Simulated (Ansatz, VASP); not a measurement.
# One calculation of C, two programs

The input INCAR:

```
SYSTEM = C
  PREC = Accurate
  ENCUT = 520
  EDIFF = 1E-7
  ISMEAR = 0
  SIGMA = 0.1
  LREAL = .FALSE.
  LASPH = .TRUE.
  NELM = 150
  ALGO = Normal
  ISIF = 2
  LWAVE = .FALSE.
  LCHARG = .TRUE.
  ISPIN = 2
  MAGMOM = 1
  LORBIT = 11
  GGA = PE
  LELF = .TRUE.
  LVHAR = .TRUE.
  NBANDS = 12
```

KPOINTS

```
Automatic mesh
0
G
  14 14 14
  0 0 0
```

POSCAR

```
C
1.0
   -0.8075683185      0.8075683185      3.7283102576
    0.8075683185     -0.8075683185      3.7283102576
    0.8075683185      0.8075683185     -3.7283102576
C
1
Direct
    0.5000000000      0.5000000000      0.0000000000
```

Input for Ansatz:

```yaml
crystal:
  lattice:
    - [-0.8075683185, 0.8075683185, 3.7283102576]
    - [0.8075683185, -0.8075683185, 3.7283102576]
    - [0.8075683185, 0.8075683185, -3.7283102576]
  atoms:
    - { symbol: C, position: [0.5, 0.5, 0.0], spin: 1.0 }
basis:
  ecutwfc: 420
kpoints:
  mp_grid: { grid: [14, 14, 14] }
hamiltonian:
  xc: pbe
scf:
  occupations: { method: gaussian, width: 0.1 }
  lower_state_search: "off"
output:
  forces: true
  stress: true
  eigenvalues: true
  populations: true
magnetization:
  spin_polarized: true
```

Alike in both runs: task single point; functional PBE; k mesh 14 × 14 × 14; occupations gaussian, width 0.1 eV; collinear spin.

|  | VASP | Ansatz |
| --- | --- | --- |
| version | VASP 6.6.1 | Ansatz 0.2.0 |
| potentials or method | VASP PAW PBE potentials, release 64 (C) | scalar-relativistic, plane waves, PAW |
| plane-wave cutoff (eV) | 520 | 420 |
| valence electrons in the cell | 4 | 4 |

```csv
,VASP,Ansatz,Ansatz less VASP
gap on the k mesh at the Fermi level (eV),none,none,-
pressure (GPa),5.7,5.6,-0.15
largest component of the traceless stress (GPa),5.01,4.79,-0.225
net moment per atom (μB),0.00,0.00,0.000
```

A gap of «none» marks a metal or a gap that the smearing closes. The functional is the same, so the differences come from potentials, cutoffs and numerics. Ansatz warned: «seeded_moment_not_kept».

Caveats: the k mesh is coarse (spacing up to 0.39 Å⁻¹), so the values aren't converged.
